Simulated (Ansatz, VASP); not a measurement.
# HfC: VASP beside Ansatz

```
CELL_PARAMETERS angstrom
3.25787 0.00000 0.00000
0.00000 3.25787 0.00000
0.00000 0.00000 23.91098
ATOMIC_POSITIONS crystal
Hf 0.00000 0.00000 0.35549
Hf 0.50000 0.50000 0.45183
Hf 0.00000 0.00000 0.54680
Hf 0.50000 0.50000 0.64055
C 0.50000 0.50000 0.35549
C 0.00000 0.00000 0.45183
C 0.50000 0.50000 0.54802
C 0.00000 0.00000 0.64435
```

Alike in both runs: functional PBEsol; k mesh 9 × 9 × 1; occupations gaussian, width 0.1 eV; no spin polarisation.

Ansatz relaxed the structure, and its values are those at the end. VASP's run is a single point on that final structure, the one shown.

|  | VASP | Ansatz |
| --- | --- | --- |
| version | VASP 6.6.1 | Ansatz 0.2.0 |
| potentials or method | VASP PAW PBE potentials, release 64 (Hf_pv, C) | scalar-relativistic, plane waves, PAW |
| plane-wave cutoff (eV) | 520 | 420 |
| valence electrons in the cell | 56 | 120 |

|  | VASP | Ansatz | Ansatz less VASP |
| --- | --- | --- | --- |
| gap on the k mesh at the Fermi level (eV) | none | none | - |
| rms of the force components (eV/Å) | 0.327 | 0.322 | -0.0046 |
| work function, face that differs most (eV) | 3.61 | 3.74 | +0.135 |

A gap of «none» marks a metal or a gap that the smearing closes. The two sets of potentials don't hold the same shells in valence.

Caveats: the PAW data sets were made with another functional, which shifts forces and pressure a little (VASP). The runs have no spin-orbit coupling, so splittings on Hf are missing.
